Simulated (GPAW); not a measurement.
Runs of GPAW 26.7.0 on ZrS2. It takes space group P-3m1 (No. 164, trigonal). Conventional cell: a = 3.691 Å, b = 3.691 Å, c = 6.041 Å, α = 90.00°, β = 90.00°, γ = 120.00°. Zr (site symmetry -3m) has 6 S at 2.57 Å as nearest neighbours. S (site symmetry 3m) has 3 Zr at 2.57 Å as nearest neighbours. The cell is a database's computed one.

```csv
task,level,potentials or basis,cell,k mesh,cutoff (eV),smearing,optimizer,fmax,max steps,band path,band points,gap on the mesh (eV),pressure (GPa),relaxed volume (Å³/atom),largest force (eV/Å)
relaxation of cell and atoms,PBEsol+D4,"PAW data sets generated in the run's folder for this functional, pw",relaxed,6 × 6 × 3,600,fermi-dirac 0.05 eV,FIRE,0.01 eV/Å,100,-,-,(d),0.1,21.22,-
single point,PBEsol,"PAW data sets generated in the run's folder for this functional, pw",as given,8 × 8 × 5,600,gaussian 0.05 eV,-,-,-,-,-,0.98,-2.8,-,0.17
band structure,LDA,"PAW data sets generated in the run's folder for this functional, pw",as given,6 × 6 × 3,600,fermi-dirac 0.05 eV,-,-,-,"GMKGALHA,LM,KH",80,(b),-4.9,-,(a)
one-shot levels of the hybrid HSE06,LDA,"the program's PAW data sets (release 1.2.1) made for this functional, pw",as given,5 × 5 × 3,500,fermi-dirac 0.05 eV,-,-,-,-,-,1.04,-5.0,-,0.36
relaxation of cell and atoms,PBEsol,"PAW data sets generated in the run's folder for this functional, pw",relaxed to 5 GPa,8 × 8 × 5,600,fermi-dirac 0.05 eV,LBFGS,0.01 eV/Å,40,-,-,0.15,5.0,-,-
relaxation of cell and atoms,LDA,"the program's PAW data sets (release 1.2.1) made for this functional, pw",relaxed,8 × 8 × 5,600,fermi-dirac 0.05 eV,LBFGS,0.02 eV/Å,60,-,-,0.50,0.0,(c),0.01
band structure,LDA,"the program's PAW data sets (release 1.2.1) made for this functional, pw",as given,8 × 8 × 5,600,fermi-dirac 0.05 eV,-,-,-,"GMKGALHA,LM,KH",100,0.94,-5.0,-,0.34
relaxation of cell and atoms,revPBE+D3(BJ),"the program's PAW data sets (release 1.2.1) made for this functional, pw",relaxed,6 × 6 × 3,600,fermi-dirac 0.05 eV,LBFGS,0.05 eV/Å,100,-,-,0.56,-0.1,20.95,0.01
band structure,PBEsol,"PAW data sets generated in the run's folder for this functional, pw",as given,8 × 8 × 5,600,fermi-dirac 0.05 eV,-,-,-,"GMKGALHA,LM,KH",100,0.98,-2.8,-,0.17
```

Alike in all rows: no spin polarisation.

**Question.** Estimate the missing entries.

**Answer.** (a) 0.35; (b) 1.01; (c) 20.97; (d) 0.60.

Caveats: an odd mesh through Γ misses points on the zone boundary, where band edges often lie (some runs); later steps reuse the first step's grids (some runs); this functional lacks dispersion, which binds the layers, so the pressure and a relaxed spacing across them are unreliable (some runs); the mesh misses the band edges, which the band path finds closer together (some runs); the cutoff is short for stress and forces, so pressures can be off by a GPa or more (some runs); energy and the plain gap are those of the semilocal run (some runs); the hybrids' values are one shot on its orbitals and mesh (some runs).

A k mesh can miss the band edges, and the runs leave out spin-orbit coupling on Zr.

Runs at the PBE level aren't shown here.
